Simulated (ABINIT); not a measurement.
Crystal: FePt (Tetraferroplatinum).

```
Pt Fe
1.0
     2.72350    0.00000    0.00000
     0.00000    2.72350    0.00000
     0.00000    0.00000    3.72000
Pt Fe
1 1
Direct
  0.50000 0.50000 0.50000
  0.00000 0.00000 0.00000
```

Base run:

```yaml
Program: ABINIT 10.8.3 (patched build)
Functional: PBEsol
Potentials_or_basis: JTH PAW PBE v2.0
Cutoff: 707 eV
k_mesh: 8 × 8 × 6
Occupations: fermi-dirac, width 0.05 eV
Spin: collinear spin, ferromagnetic start
Starting_moments: "[0.0, 3.0] μB"
```

Its results: band gap on the k mesh none (metal or under the smearing width); pressure -5.2 GPa; net moment 3.35 μB per cell; site moments Pt +0.40; Fe +2.95 μB.

The run is repeated on the same cell with these changes: k mesh from 8 × 8 × 6 to 6 × 6 × 4. What comes out?

Band gap on the k mesh none (metal or under the smearing width); pressure -5.9 GPa; net moment 3.29 μB per cell; site moments Pt +0.39; Fe +2.91 μB.

Caveats: some runs use coarse meshes; the PAW data sets were made with another functional, which shifts forces and pressure a little.

Not every run made on this cell is shown here.
